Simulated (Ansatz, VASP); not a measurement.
MoS2 in VASP and in Ansatz

Contents of INCAR:

```
ALGO = Normal ; EDIFF = 1E-6
ENCUT = 520 ; GGA = PE
ISIF = 2 ; ISMEAR = 0
IVDW = 12 ; LASPH = True
LCHARG = False ; LREAL = False
LWAVE = False ; NBANDS = 35
NELM = 100 ; PREC = Accurate
SIGMA = 0.05
```

The input KPOINTS:

```
k-points
0
Gamma
  12 12 4
```

The input POSCAR:

```
MoS2
1.0
    3.1493579417      0.0000000000      0.0000000000
   -1.5746789709      2.7274239831      0.0000000000
    0.0000000000      0.0000000000     12.0917670417
Mo S
2 4
Direct
    0.3333333333      0.6666666667      0.2500000000
    0.6666666667      0.3333333333      0.7500000000
    0.3333333333      0.6666666667      0.6204968003
    0.6666666667      0.3333333333      0.1204968003
    0.3333333333      0.6666666667      0.8795031997
    0.6666666667      0.3333333333      0.3795031997
```

Input for Ansatz:

```yaml
crystal:
  lattice:
    - [3.1493579417, 0.0, 0.0]
    - [-1.5746789709, 2.7274239831, 0.0]
    - [0.0, 0.0, 12.0917670417]
  atoms:
    - { symbol: Mo, position: [0.3333333333, 0.6666666667, 0.25] }
    - { symbol: Mo, position: [0.6666666667, 0.3333333333, 0.75] }
    - { symbol: S, position: [0.3333333333, 0.6666666667, 0.6204968003] }
    - { symbol: S, position: [0.6666666667, 0.3333333333, 0.1204968003] }
    - { symbol: S, position: [0.3333333333, 0.6666666667, 0.8795031997] }
    - { symbol: S, position: [0.6666666667, 0.3333333333, 0.3795031997] }
basis:
  ecutwfc: 420
kpoints:
  mp_grid: { grid: [12, 12, 4] }
hamiltonian:
  xc: pbe
  pseudopotentials: { kind: paw, azcp: { folder: soft_1 } }
  dispersion: d3bj
scf:
  occupations: { method: gaussian, width: 0.05 }
output:
  forces: true
  stress: true
  eigenvalues: true
  write_density: true
  write_potential: true
  elf: true
  volumetric_format: npy
```

Alike in both runs: task single point; functional PBE; dispersion D3(BJ); k mesh 12 × 12 × 4; occupations gaussian, width 0.05 eV; no spin polarisation.

|  | VASP | Ansatz |
| --- | --- | --- |
| version | VASP 6.6.1 | Ansatz 0.2.0 |
| potentials or method | VASP PAW PBE potentials, release 64 (Mo_sv, S) | scalar-relativistic, plane waves, PAW |
| plane-wave cutoff (eV) | 520 | 420 |
| valence electrons in the cell | 52 | 52 |

VASP gave:

| Property | Result |
| --- | --- |
| gap on the k mesh at the Fermi level (eV) | 0.80 |
| least direct gap on the mesh (eV) | 1.70 |
| pressure (GPa) | -0.2 |
| largest component of the traceless stress (GPa) | 0.05 |
| rms of the force components (eV/Å) | 0.007 |

**Question.** Which values does Ansatz return?

**Answer.** gap on the k mesh at the Fermi level (eV): 0.79; least direct gap on the mesh (eV): 1.70; pressure (GPa): 0.0; largest component of the traceless stress (GPa): 0.01; rms of the force components (eV/Å): 0.001.

Atom by atom the forces differ by 0.006 eV/Å (rms over components).

A k mesh can miss the band edges. As with any semilocal functional, this PBE gap is likely too small.
